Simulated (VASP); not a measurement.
# Hf (Im-3m) in VASP: notebook

One crystal, Hf, is run at these levels: PBEsol; tasks: relaxation of cell and atoms.

Program: VASP 6.6.1. These are calculated values, not measurements. Logs are shortened: lines on timing, memory, paths and dates and some standing lists are left out, and cuts for length are marked.

## 1. The structure

It takes space group Im-3m (No. 229, cubic). The conventional cell has a = 3.610 Å, b = 3.610 Å, c = 3.610 Å, α = 90.00°, β = 90.00°, γ = 90.00°. Around Hf (site symmetry m-3m) lie 8 Hf at 3.13 Å.

This isn't the form of Hf at room conditions, which is hcp.

## 2. Relaxation of cell and atoms, PBEsol, target pressure 50 GPa, at which the enthalpy is minimised

Input file INCAR:

```
ALGO     = Normal         # electronic algorithm
EDIFF    = 1E-7           # SCF threshold, eV
EDIFFG   = -0.002         # ionic threshold
ENCUT    = 520            # plane-wave cutoff, eV
GGA      = PS             # functional
IBRION   = 2              # ionic algorithm
ISIF     = 3              # what is computed and relaxed
ISMEAR   = 0              # smearing method
LASPH    = True           # aspherical terms in the spheres
LCHARG   = False          # write CHGCAR
LREAL    = False          # projectors in reciprocal space
LWAVE    = False          # write WAVECAR
NELM     = 80             # most SCF steps
NSW      = 80             # ionic steps
PREC     = Accurate       # precision mode
PSTRESS  = 500.0        
SIGMA    = 0.1            # smearing width, eV
```

Input file KPOINTS:

```
k-points
0
Gamma
  16 16 16
```

Input file POSCAR:

```
Hf
1.0
   -1.8050000000      1.8050000000      1.8050000000
    1.8050000000     -1.8050000000      1.8050000000
    1.8050000000      1.8050000000     -1.8050000000
Hf
1
Direct
    0.0000000000      0.0000000000      0.0000000000
```

Potentials or basis: VASP PAW PBE potentials, release 64 (Hf).

Started as:

```bash
> cat potpaw_PBE.64/Hf/POTCAR > POTCAR
> mpirun -np 1 vasp_std > vasp.out
```

OUTCAR:

```text
EDIFF = 1E-7
   EDIFFG = -0.002
   ENCUT = 520
   GGA = PS
   IBRION = 2
   ISIF = 3
   ISMEAR = 0
   LASPH = True
   LREAL = False
   NELM = 80
   NSW = 80
   PREC = Accurate
   PSTRESS = 500.0

 ion  position               nearest neighbor table
   1  0.000  0.000  0.000-

  LATTYP: Found a body centered cubic cell.
 ALAT       =     3.6100000000

  Lattice vectors:

 A1 = (  -1.8050000000,   1.8050000000,   1.8050000000)
 A2 = (   1.8050000000,  -1.8050000000,   1.8050000000)
 A3 = (   1.8050000000,   1.8050000000,  -1.8050000000)

Analysis of symmetry for initial positions (statically):
=====================================================================
 Subroutine PRICEL returns:
 Original cell was already a primitive cell.

 Routine SETGRP: Setting up the symmetry group for a
 body centered cubic supercell.

 Subroutine GETGRP returns: Found 48 space group operations
 (whereof 48 operations were pure point group operations)
 out of a pool of 48 trial point group operations.

The static configuration has the point symmetry O_h .

Analysis of symmetry for dynamics (positions and initial velocities):
=====================================================================
 Subroutine PRICEL returns:
 Original cell was already a primitive cell.

 Routine SETGRP: Setting up the symmetry group for a
 body centered cubic supercell.

 Subroutine GETGRP returns: Found 48 space group operations
 (whereof 48 operations were pure point group operations)
 out of a pool of 48 trial point group operations.

The dynamic configuration has the point symmetry O_h .

 Subroutine INISYM returns: Found 48 space group operations
 (whereof 48 operations are pure point group operations),
 and found     1 'primitive' translations

----------------------------------------------------------------------------------------

                                     Primitive cell

  volume of cell :      23.5229

  direct lattice vectors                    reciprocal lattice vectors
    -1.805000000  1.805000000  1.805000000     0.000000000  0.277008310  0.277008310
     1.805000000 -1.805000000  1.805000000     0.277008310  0.000000000  0.277008310
     1.805000000  1.805000000 -1.805000000     0.277008310  0.277008310  0.000000000

  length of vectors
     3.126351708  3.126351708  3.126351708     0.391748909  0.391748909  0.391748909

  position of ions in fractional coordinates (direct lattice)
     0.000000000  0.000000000  0.000000000

  ion indices of the primitive-cell ions
   primitive index   ion index
                 1           1

----------------------------------------------------------------------------------------

 KPOINTS: k-points

Automatic generation of k-mesh.
 Grid dimensions read from file:
 generate k-points for:   16   16   16

 Generating k-lattice:

  Cartesian coordinates                     Fractional coordinates (reciprocal lattice)
     0.000000000  0.017313019  0.017313019     0.062500000  0.000000000  0.000000000
     0.017313019  0.000000000  0.017313019     0.000000000  0.062500000  0.000000000
     0.017313019  0.017313019  0.000000000     0.000000000  0.000000000  0.062500000

  Length of vectors
     0.024484307  0.024484307  0.024484307

  Shift w.r.t. Gamma in fractional coordinates (k-lattice)
     0.000000000  0.000000000  0.000000000

 Subroutine IBZKPT returns following result:
 ===========================================

 Found    145 irreducible k-points:

 Following reciprocal coordinates:
            Coordinates               Weight
  0.000000  0.000000  0.000000      1.000000
  0.062500  0.000000  0.000000     12.000000
  0.125000  0.000000  0.000000     12.000000
  0.187500  0.000000  0.000000     12.000000
  0.250000  0.000000  0.000000     12.000000
  0.312500  0.000000  0.000000     12.000000
[... 16 lines left out ...]
  0.187500  0.187500  0.000000     24.000000
  0.250000  0.187500  0.000000     48.000000
 [... further k-points ...]
   k-points           NKPTS =    145   k-points in BZ     NKDIM =    145   number of bands    NBANDS=      6
   number of dos      NEDOS =    301   number of ions     NIONS =      1
   total plane-waves  NPLWV =  13824
   dimension x,y,z NGX =    24 NGY =   24 NGZ =   24
   dimension x,y,z NGXF=    48 NGYF=   48 NGZF=   48
   ions per type =               1
   NGX,Y,Z   is equivalent  to a cutoff of  12.76, 12.76, 12.76 a.u.
   NGXF,Y,Z  is equivalent  to a cutoff of  25.52, 25.52, 25.52 a.u.
 SYSTEM =  unknown system
   PREC   = accura    normal or accurate (medium, high low for compatibility)
   ISTART =      0    job   : 0-new  1-cont  2-samecut
   ICHARG =      2    charge: 1-file 2-atom 10-const
   ISPIN  =      1    spin polarized calculation?
   LNONCOLLINEAR =      F non collinear calculations
   LSORBIT =      F    spin-orbit coupling
   LASPH  =      T    aspherical Exc in radial PAW
   ENCUT  =  520.0 eV  38.22 Ry    6.18 a.u.   5.81  5.81  5.81*2*pi/ulx,y,z
   NELM   =     80;   NELMIN=  2; NELMDL= -5     # of ELM steps
   EDIFF  = 0.1E-06   stopping-criterion for ELM
   LREAL  =      F    real-space projection
   EDIFFG = -.2E-02   stopping-criterion for IOM
   NSW    =     80    number of steps for IOM
   IBRION =      2    ionic relax: 0-MD 1-quasi-New 2-CG
   NFREE  =      1    steps in history (QN), initial steepest desc. (CG)
   ISIF   =      3    stress and relaxation
   ISYM   =      2    0-nonsym 1-usesym 2-fastsym
   POTIM  = 0.5000    time-step for ionic-motion
   TEBEG  =    0.0;   TEEND  =   0.0 temperature during run
   PSTRESS=  500.0 pullay stress
   NELECT =       4.0000    total number of electrons
   NUPDOWN=      -1.0000    fix difference up-down
   EMIN   =  10.00;   EMAX   =-10.00  energy-range for DOS
   EFERMI =   0.00;   METHOD = LEGACY
   ISMEAR =     0;   SIGMA  =   0.10  broadening in eV -4-tet -1-fermi 0-gaus
   EFERMI_NEDOS =   21; number of points for ismear=-14 and -15
   IALGO  =     38    algorithm
   IMIX   =      4    mixing-type and parameters
     AMIX     =   0.40;   BMIX     =  1.00
     AMIX_MAG =   1.60;   BMIX_MAG =  1.00
  volume/ion in A,a.u.               =      23.52       158.74
  Fermi-wavevector in a.u.,A,eV,Ry     =   0.906980  1.713943 11.192321  0.822612
  Thomas-Fermi vector in A             =   2.030732
   LORBIT       =      0    0 simple, 1 ext, 2 COOP (PROOUT), +10 PAW based schemes
   GGA     = PS    functional components
   LHFCALC =     F    Hartree Fock is set to
   AEXX    =    0.0000 exact exchange contribution
   IVDW    =     0    specifies the selected vdW correction
   LEPSILON=     F    determine dielectric tensor
   LRPA    =     F    only Hartree local field effects (RPA)
 conjugate gradient relaxation of ions
 non-spin polarized calculation
 Gauss-broadening in eV      SIGMA  =   0.10
  energy-cutoff  :      520.00
  volume of cell :       23.52
 maximum number of plane-waves:       682
   NGX = 11   NGY = 11   NGZ = 11

--------------------------------------- Ionic step        1  -------------------------------------------

 number of electron       4.0000000 magnetization

 Free energy of the ion-electron system (eV)
  ---------------------------------------------------
  ext. energy  EPLUGINS =         0.00000000
  ---------------------------------------------------
  free energy    TOTEN  =       -10.29477140 eV

  energy without entropy =      -10.28561156  energy(sigma->0) =      -10.29019148

------------------------ aborting loop because EDIFF is reached ----------------------------------------

  FORCE on cell =-STRESS in cart. coord.  units (eV):
  Direction    XX          YY          ZZ          XY          YZ          ZX
  --------------------------------------------------------------------------------------
  -------------------------------------------------------------------------------------
  Total       -1.4989161     -1.4989161     -1.4989161      0.0000000     -0.0000000      0.0000000
  in kB     -102.0930749   -102.0930749   -102.0930749      0.0000000     -0.0000000      0.0000000
  external PRESSURE =    -602.0930749 kB  Pullay stress =     500.0000000 kB
[... 24 lines left out ...]
--------------------------------------- Ionic step        2  -------------------------------------------

 number of electron       4.0000000 magnetization

 E-fermi :  26.1233     XC(G=0): -19.7367

 val. band max:       26.0816457394   @ k =   0.0625   0.0000   0.0000
 cond. band min:      26.2445700688   @ k =  -0.0625   0.0625   0.0625
 fundamental gap:      0.1629243294
 Fermi energy:        26.1233082585

 k-point     1 :       0.0000    0.0000    0.0000
  band No.  band energies     occupation
      1      25.5711      2.00000
      2      25.5711      2.00000
      3      25.5711      2.00000
      4      35.0732      0.00000
      5      35.0732      0.00000
      6      37.3526      0.00000
[... 199 lines left out ...]
 k-point    24 :       0.2500    0.1875    0.0000
  band No.  band energies     occupation
      1      15.0001      2.00000
      2      19.3017      2.00000
      3      32.9824      0.00000
      4      34.4384      0.00000
      5      37.5813      0.00000
      6      40.9964      0.00000

 [... further k-points ...]

------------------------ aborting loop because EDIFF is reached ----------------------------------------

  FORCE on cell =-STRESS in cart. coord.  units (eV):
  Direction    XX          YY          ZZ          XY          YZ          ZX
  --------------------------------------------------------------------------------------
  -------------------------------------------------------------------------------------
  Total       21.0138340     21.0138340     21.0138340      0.0000000      0.0000000     -0.0000000
  in kB     7586.2590421   7586.2590421   7586.2590421      0.0000000      0.0000000     -0.0000000
  external PRESSURE =    7086.2590421 kB  Pullay stress =     500.0000000 kB
[... 209 lines left out ...]
--------------------------------------- Ionic step        8  -------------------------------------------

 number of electron       4.0000000 magnetization

 Free energy of the ion-electron system (eV)
  ---------------------------------------------------
  ext. energy  EPLUGINS =         0.00000000
  ---------------------------------------------------
  free energy    TOTEN  =        -9.68469903 eV

  energy without entropy =       -9.68002325  energy(sigma->0) =       -9.68236114

 E-fermi :   7.5932     XC(G=0): -12.6474

 val. band max:        7.5766544841   @ k =   0.2500   0.1875   0.1250
 cond. band min:       7.6198309402   @ k =   0.2500   0.1875   0.0625
 fundamental gap:      0.0431764562
 Fermi energy:         7.5932383001

 k-point     1 :       0.0000    0.0000    0.0000
  band No.  band energies     occupation
      1      -0.4161      2.00000
      2       9.3041      0.00000
      3       9.3041      0.00000
      4       9.3041      0.00000
      5      13.2399      0.00000
      6      13.2399      0.00000
[... 199 lines left out ...]
 k-point    24 :       0.2500    0.1875    0.0000
  band No.  band energies     occupation
      1       4.1844      2.00000
      2       6.6190      2.00000
      3       7.7368      0.04238
      4      12.4618      0.00000
      5      14.7389      0.00000
      6      17.0648      0.00000

 [... further k-points ...]

------------------------ aborting loop because EDIFF is reached ----------------------------------------

  FORCE on cell =-STRESS in cart. coord.  units (eV):
  Direction    XX          YY          ZZ          XY          YZ          ZX
  --------------------------------------------------------------------------------------
  -------------------------------------------------------------------------------------
  Total        4.9211089      4.9211089      4.9211089      0.0000000     -0.0000000      0.0000000
  in kB      499.9588756    499.9588756    499.9588756      0.0000000     -0.0000000      0.0000000
  external PRESSURE =      -0.0411244 kB  Pullay stress =     500.0000000 kB
[... 20 lines left out ...]
  energy  without entropy=       -9.6800232493  energy(sigma->0) =       -9.68236114

  enthalpy is  TOTEN    =        -4.7631853705 eV   P V=        4.9215136568

 reached required accuracy - stopping structural energy minimisation
```

Run time: 25 s. Hardware: 1 thread of Intel Xeon 6975P-C (Granite Rapids), shared host; peak memory 0.21 GiB.

Results:

| Item | Value |
| --- | --- |
| Free energy | -9.6847 eV |
| Relaxed volume | 15.77 Å³/atom |
| Relaxed cell | a = 2.736 Å, b = 2.736 Å, c = 2.736 Å, α = 109.47°, β = 109.47°, γ = 109.47° |
| Space group after relaxing (to 0.05 Å) | Im-3m (No. 229) |
| Energy change on relaxing (the enthalpy is what falls) | +610.1 meV/atom |
| Ionic steps | 8 |
| Pressure after relaxing | 50.0 GPa |
| Band gap on the k mesh | none (metal or under the smearing width) |

The path:
```
step  energy change (eV)  largest force (eV/Å)  pressure (GPa)  volume (Å³)
   1              0.0000                0.0000          -10.21        23.52
   2             21.8356                0.0000          758.63         4.44
   3              0.7461                0.0000           56.54        15.36
   4              0.5910                0.0000           49.04        15.83
   5              0.6328                0.0000           51.13        15.70
   6              0.5659                0.0000           47.78        15.92
   7              0.6094                0.0000           49.97        15.77
   8              0.6101                0.0000           50.00        15.77
```

Final structure:
```xyz
1
Lattice="-1.5798 1.5798 1.5798 1.5798 -1.5798 1.5798 1.5798 1.5798 -1.5798" Properties=species:S:1:pos:R:3 pbc="T T T"
Hf    0.0000    0.0000    0.0000
```

Levels at points of the mesh, in eV from the Fermi level:
| k point | band 1 | band 2 | band 3 | band 4 | band 5 | band 6 |
| --- | --- | --- | --- | --- | --- | --- |
| (0.00, 0.00, 0.00) | -8.01 | 1.71 | 1.71 | 1.71 | 5.65 | 5.65 |
| (0.50, 0.00, 0.00) | -4.71 | -1.37 | 3.18 | 5.82 | 7.23 | 11.37 |
| (0.50, 0.50, 0.50) | -4.52 | -4.52 | 9.91 | 9.91 | 9.91 | 10.67 |

Caveat: the cell is relaxed towards a set pressure, so the enthalpy falls and the energy may rise; the volume moved by over 15 % at a fixed basis, so the end points are rough; the PAW data sets were made with another functional, which shifts forces and pressure a little.

## 3. Relaxation of cell and atoms, PBEsol, target pressure 50 GPa, at which the enthalpy is minimised

This run uses another cell than the first one, of 15.77 Å³/atom, 0.670 times its volume.

INCAR is that of step 2.

KPOINTS is that of step 2.

Input file POSCAR:

```
Hf                                      
1.0
   -1.5797672045      1.5797672045      1.5797672045
    1.5797672045     -1.5797672045      1.5797672045
    1.5797672045      1.5797672045     -1.5797672045
  Hf            
     1
Direct
     0.0000000000000000    0.0000000000000000    0.0000000000000000
```

Potentials or basis: VASP PAW PBE potentials, release 64 (Hf).

Started as:

```bash
> cat potpaw_PBE.64/Hf/POTCAR > POTCAR
> mpirun -np 1 vasp_std > vasp.out
```

Wall time 4.6 s (1 thread of Intel Xeon 6975P-C (Granite Rapids), shared host); peak memory 0.13 GiB.

The run converged. Its results:

```yaml
Free_energy: -9.6844 eV
Pressure_after_relaxing: 50.0 GPa
Band_gap_on_the_k_mesh: none (metal or under the smearing width)
```

Final structure:
```
CELL_PARAMETERS angstrom
-1.57977 1.57977 1.57977
1.57977 -1.57977 1.57977
1.57977 1.57977 -1.57977
ATOMIC_POSITIONS crystal
Hf 0.00000 0.00000 0.00000
```

Levels at points of the mesh, in eV from the Fermi level:
```tsv
k point	band 1	band 2	band 3	band 4	band 5
(0.00, 0.00, 0.00)	-8.01	1.71	1.71	1.71	5.65
(0.50, 0.00, 0.00)	-4.71	-1.37	3.18	5.82	7.23
(0.50, 0.50, 0.50)	-4.52	-4.52	9.91	9.91	9.91
```

Caveat: the relaxation stopped at its first step, so nothing moved; the cell is relaxed towards a set pressure, so the enthalpy falls and the energy may rise; the PAW data sets were made with another functional, which shifts forces and pressure a little. The run has no spin-orbit coupling, so splittings on Hf are missing.
